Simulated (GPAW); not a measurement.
# LiF (Fm-3m): G0W0 with GPAW, start to end, part 2 of 2

Wanted: ground state, empty states, screening and self-energy for LiF (Fm-3m).

GPAW 26.7.0; PBE and many-body steps on it, plane waves. Known limits of the many-body steps: not at the basis limit.

So far. Step 3 (Bands along the symmetry lines): The gap is 9.068 eV, −0.002 eV from the run before at this level. Step 4 (Empty states on the mesh, 6×6×6 mesh, 78 bands): On this mesh the gap is 9.070 eV.

### Step 5. Screening and self-energy, 6×6×6 mesh, 68 bands, screening to 150 eV

G0W0 replaces the xc potential by the self-energy, built once from these orbitals. Only a window of levels is corrected, while the sums run over the empty bands that the input names.

This step: G0W0 on PBE, plane waves, PAW.

Contents of run.py:

```python
import json
import numpy as np
from gpaw.mpi import world
from gpaw.response.g0w0 import G0W0

gw = G0W0('full.gpw',
    filename='gw',
    kpts=[0],
    bands=(2, 6),
    ecut=150,
    nbands=68,
    integrate_gamma='WS',
    ppa=True)
gw.calculate()
res = {mode: {k: v for k, v in r.items() if k != 'sigma_eskwn'}
       for mode, r in gw.all_results.items()}

if world.rank == 0:
    with open('result.json', 'w') as f:
        json.dump(res, f, default=lambda x: x.tolist())
```

On the command line:

```bash
> mpirun -n 8 gpaw python run.py
```

Numbers of over 12 decimals in the logs are rounded to 6 here.

Output:

```text
Using integrator: PointIntegrator
FrequencyGridDescriptor(from 0.000+0.000j to 0.000+27.211j eV, 2 points)
Nonperiodic BCs:  [False False False]
Using integrator: PointIntegrator
FrequencyGridDescriptor(from 0.000+0.000j to 0.000+27.211j eV, 2 points)
Nonperiodic BCs:  [False False False]
  ___  _ _ _
 |   || | | |
 | | || | | |
 |__ ||_____|
 |___|

BZ k-points: Symmetries present (total): 48

  [... matrices ...]
216 k-points: 6 x 6 x 6 Monkhorst-Pack grid + [1/12,1/12,1/12]
16 k-points in the irreducible part of the Brillouin zone
       k-points in crystal coordinates                weights
   0:     0.00000000    0.00000000    0.00000000          1/216
   1:     0.16666667    0.16666667    0.00000000          6/216
   2:     0.16666667    0.16666667    0.16666667          8/216
   3:     0.33333333    0.16666667    0.16666667         12/216
   4:     0.33333333    0.33333333   -0.33333333         12/216
   5:     0.33333333    0.33333333    0.00000000          6/216
   6:     0.33333333    0.33333333    0.16666667         24/216
   7:     0.33333333    0.33333333    0.33333333          8/216
   8:     0.50000000    0.33333333   -0.33333333         24/216
   9:     0.50000000    0.33333333   -0.16666667         12/216
          ...
  15:     0.50000000    0.50000000    0.50000000          4/216

Distributing spins, k-points and bands (1 x 1 x 4) over 8 processes
Number of blocks: 1

Quasi particle states:
k-points (IBZ indices): [0]
Band range: (2, 6)
  [... matrices ...]
Computational parameters:
Plane wave cut-off: 150 eV
Number of bands: 68
Coulomb cutoff: None
Broadening: 0.1 eV

fxc modes: GW
Kernel: RPA
Using Godby-Needs plasmon-pole approximation:
  Fitting energy: i*E0, E0 = 1.000 Hartree
Summing all q:

Calculating screened Coulomb potential
No Coulomb truncation
FrequencyGridDescriptor(from 0.000+0.000j to 0.000+27.211j eV, 2 points)
Removing empty qpoint cache files...

Calculating chi0 body with:
    Ground state adapter containing:
    Number of spins: 1
    Number of kpoints: 216
    Number of irreducible kpoints: 16
    Number of completely occupied states: 4
    Number of partially occupied states: 4
    Occupied states memory: 0.35595703125 M / cpu

    Linear response parametrization:
    q_c: [1.3877787807814457e-17, 1.3877787807814457e-17, 1.3877787807814457e-17]
    Number of frequency points: 2
    Planewave cutoff: 150.0
    Number of bands: 68
    Number of planewaves: 65
    Broadening (eta): 1e-06
    comm.size: 8
    kncomm.size: 8
    blockcomm.size: 1

    Memory estimate of potentially large arrays:
        chi0_wGG: 0.128937 M / cpu
Integrating chi0 body.

Symmetries of q_c:
    Direct symmetries (Uq -> q): 48
    Indirect symmetries (TUq -> q): 0
In total 48 allowed symmetries.

  [... matrices ...]
16 groups of equivalent kpoints. 92.592593% reduction.

Integral kind: response function
Integrating chi0 head and wings.

Symmetries of q_c:
    Direct symmetries (Uq -> q): 48
    Indirect symmetries (TUq -> q): 0
In total 48 allowed symmetries.

  [... matrices ...]
16 groups of equivalent kpoints. 92.592593% reduction.

Integral kind: response function wings

Calculating chi0 body with:
    Ground state adapter containing:
    Number of spins: 1
    Number of kpoints: 216
    Number of irreducible kpoints: 16
    Number of completely occupied states: 4
    Number of partially occupied states: 4
[... the further q-points ...]

Results:
f:      Occupation numbers
eps:     KS-eigenvalues [eV]
vxc:     KS vxc [eV]
exx:     Exact exchange [eV]
sigma:   Self-energies [eV]
dsigma:  Self-energy derivatives
Z:       Renormalization factors
qp:      QP-energies [eV]

k-point 0 (0): (0.000, 0.000, 0.000)                GW
band       f     eps     vxc     exx   sigma  dsigma       Z      qp
                                                                   GW
   2   1.000  -0.676 -24.228 -31.854   4.576  -0.217   0.822  -3.182
   3   1.000  -0.676 -24.228 -31.854   4.576  -0.217   0.822  -3.182
   4   0.000   8.393 -12.400  -7.509  -3.001  -0.121   0.892  10.079
   5   0.000  23.528  -9.361  -2.968  -3.817  -0.155   0.866  25.759
```

The job ended after 15 s (8 MPI ranks of Arm Neoverse V2, shared host; peak memory 1.5 GiB; 2 min of CPU time).

This step gave:

```
G0W0 gap on the points computed              : 13.26 eV
least direct G0W0 gap on the computed points : 13.26 eV
Z at the valence top                         : 0.8215
Z at the conduction bottom                   : 0.8917
starting gap on the mesh                     : 9.070 eV
k of the valence top                         : 0, 0, 0
k of the conduction bottom                   : 0, 0, 0
```

The gap on the mesh goes from 9.07 eV to 13.26 eV, a correction of +4.19 eV.

Limits: finite bands, cutoff and mesh. v1 is the top filled band, c1 the lowest empty one. The levels before and after the correction (eV, zero at the valence-band top of each column):

```
           conduction bottom  valence top
Kohn-Sham               9.07         0.00
     G0W0              13.26         0.00
```

```
             level  energy (eV)
Kohn-Sham  Γ v2-v1        0.000
Kohn-Sham     Γ c1        9.070
Kohn-Sham     Γ c2       24.204
     G0W0  Γ v2-v1        0.000
     G0W0     Γ c1       13.261
     G0W0     Γ c2       28.941
```

### Step 6. Where the time went

Times are wall times on 8 MPI ranks of Arm Neoverse V2, shared host, good to a factor of about two.

```
                          step   time  share  memory (GiB)
                  ground state  3.4 s   14 %           1.1
bands along the symmetry lines    3 s   12 %           1.1
      empty states on the mesh  3.2 s   13 %           1.0
     screening and self-energy   15 s   60 %           1.5
```

### Step 7. Summary of results

```yaml
pbe_gap: 9.07 eV, indirect (only 2 meV under the direct gap)
g0w0_gap_on_the_mesh: 13.26 eV
gw_settings: 6×6×6 mesh, 68 bands, screening to 150 eV, Godby-Needs plasmon pole
known_limits: not at the basis limit
```

**Reading.** G0W0 moves the gap on the mesh from 9.07 eV to 13.26 eV (+4.19 eV), with Z of 0.82 and 0.89 at the edges. Only 1 of the mesh's irreducible points was corrected, so a valley elsewhere could overtake. The dearest step here is «screening and self-energy». Bands and cutoff are finite, so the gap is not at the basis limit. The miss can reach some tenths of an eV and take either sign; the mesh is an error of its own. These stock PAW sets were not made for GW. In the G0W0 run levels were corrected at 1 k point alone, so a gap called «on the mesh» is the least over those, and an edge elsewhere would be missed.

[Paths, hosts, dates, memory and timing lines, banners, echoed tables and standing remarks are left out of the program output.]

[Logs are printed without paths, hosts, clocks, repeated set-up lines and the standing remarks that a program may print on its own settings, such as how far it seeks lower states.]

[Runs of the session that timed out or met a known fault of the program may be left out.]

[Hosts, paths, dates, database ids (printed as entryN), source tags and the programs' standing remarks are cut or masked in the printed files.]
